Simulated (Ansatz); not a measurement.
# Pb (Fm-3m), two-dimensional strain map

Theory: DFT PBE, scalar-relativistic, plane waves, PAW in Ansatz. The runs took a 420 eV cutoff, a Γ-centred 16×16×16 mesh and Gaussian smearing (0.15 eV). Spin–orbit coupling is left out, which can shift energies with elements as heavy as these. No spin polarisation. Energies are free energies at this smearing, counted from the undisturbed cell; pressure is positive in compression.

The starting cell (as given, not relaxed at this level; it stands at 2.7 GPa):

```yaml
crystal:
  lattice:
    - [0.00000, 2.46980, 2.46980]
    - [2.46980, 0.00000, 2.46980]
    - [2.46980, 2.46980, 0.00000]
  atoms:
    - { symbol: Pb, position: [0.00000, 0.00000, 0.00000] }
```

The cell is strained by p along both x and y and by q along z, fractional coordinates fixed. Points are written (p, q).

Energy above the undisturbed cell in meV/atom (a dash: not computed):

```csv
p \ q,-0.080,-0.040,0.000,0.040,0.080
-0.080,500.1,352.8,247.0,173.7,124.0
-0.040,234.7,141.6,77.2,38.4,18.7
0.000,85.0,31.0,0.0,-11.2,-7.8
0.040,16.0,-5.2,-10.5,-0.3,21.4
0.080,3.5,7.8,24.2,51.0,86.8
```

Pressure in GPa:

| p \ q | -0.080 | -0.040 | 0.000 | 0.040 | 0.080 |
| --- | --- | --- | --- | --- | --- |
| -0.080 | 26.2 | 20.3 | 15.6 | 11.9 | 8.9 |
| -0.040 | 15.4 | 11.3 | 7.9 | 5.3 | 3.2 |
| 0.000 | 7.9 | 5.1 | 2.7 | 0.8 | -0.6 |
| 0.040 | 3.0 | 0.9 | -0.8 | -2.1 | -3.0 |
| 0.080 | -0.4 | -1.8 | -2.9 | -3.8 | -4.5 |